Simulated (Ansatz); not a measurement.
Runs of Ansatz 0.2.0 on Zr. The structure is hexagonal, space group P6_3/mmc (No. 194). The conventional cell has a = 3.232 Å, b = 3.232 Å, c = 5.147 Å, α = 90.00°, β = 90.00°, γ = 120.00°. Zr (site symmetry -6m2) is surrounded by 12 Zr at 3.18 to 3.23 Å. 

```csv
task,level,cell,k mesh,cutoff (eV),pressure (GPa),relaxed volume (Å³/atom)
band structure,RPBE,as given,9 × 9 × 5,174,2.7,-
band structure,PBEsol,as given,9 × 9 × 5,174,(a),-
relaxation of cell and atoms,LDA,relaxed,9 × 9 × 5,-,0.0,21.80
relaxation of cell and atoms,BLYP,relaxed,9 × 9 × 5,-,0.0,24.17
relaxation of cell and atoms,BLYP+D4,relaxed,9 × 9 × 5,-,0.0,23.51
relaxation of cell and atoms,RPBE+D3(BJ),relaxed,9 × 9 × 5,-,0.0,17.43
relaxation of cell and atoms,RPBE+D4,relaxed,9 × 9 × 5,-,0.0,(b)
```

Alike in all rows: potentials or basis all-electron LAPW, scalar-relativistic; no spin polarisation; smearing fermi-dirac 0.05 eV; basis error allowed 0.001 eV/atom.

Estimate the missing entries.

(a) -3.3; (b) 23.39.

Caveats: the volume moved by over 15 % at a fixed basis, so the end points are rough (some runs); the volume moved by -25 % from the deposited cell, more than functionals usually miss (some runs).

Runs at the PBE level aren't shown here.
